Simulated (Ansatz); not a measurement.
**PbS (P6_3/mmc) at 4 levels of theory**

One geometry, relaxed with PBE; plane waves with PAW potentials in Ansatz, scalar-relativistic unless the row names spin-orbit coupling. No spin polarisation but for the spin–orbit row. Gaps are the least over mesh and band path; pressure is positive in compression, and isn't given for hybrids.

```cif
data_structure
_symmetry_space_group_name_H-M 'P 1'
_symmetry_Int_Tables_number 1
_cell_length_a 4.1286
_cell_length_b 4.1286
_cell_length_c 7.3563
_cell_angle_alpha 90.000
_cell_angle_beta 90.000
_cell_angle_gamma 120.000
_cell_volume 108.59
loop_
_atom_site_label
_atom_site_type_symbol
_atom_site_fract_x
_atom_site_fract_y
_atom_site_fract_z
_atom_site_occupancy
Pb1 Pb 0.66667 0.33333 0.75000 1
Pb2 Pb 0.33333 0.66667 0.25000 1
S1 S 0.00000 0.00000 0.00000 1
S2 S 0.00000 0.00000 0.50000 1
```

| level | cutoff (eV) | k mesh | gap (eV) | pressure (GPa) |
| --- | --- | --- | --- | --- |
| PBE | 420 | 12×12×6 | 0.26 | 0.0 |
| r2SCAN | 500 | 12×12×6 | 0.46 | -1.0 |
| HSE06 | 420 | 6×6×4 | 0.67 | - |
| PBE with spin-orbit coupling | 420 | 12×12×6 | 0 | -0.3 |

Spin-orbit coupling matters for the bands of heavy elements and enters only rows that name it. The smearing is narrow for a metal on this mesh.

The structure comes from a generated guess; another structure or a mixture of phases may lie lower.
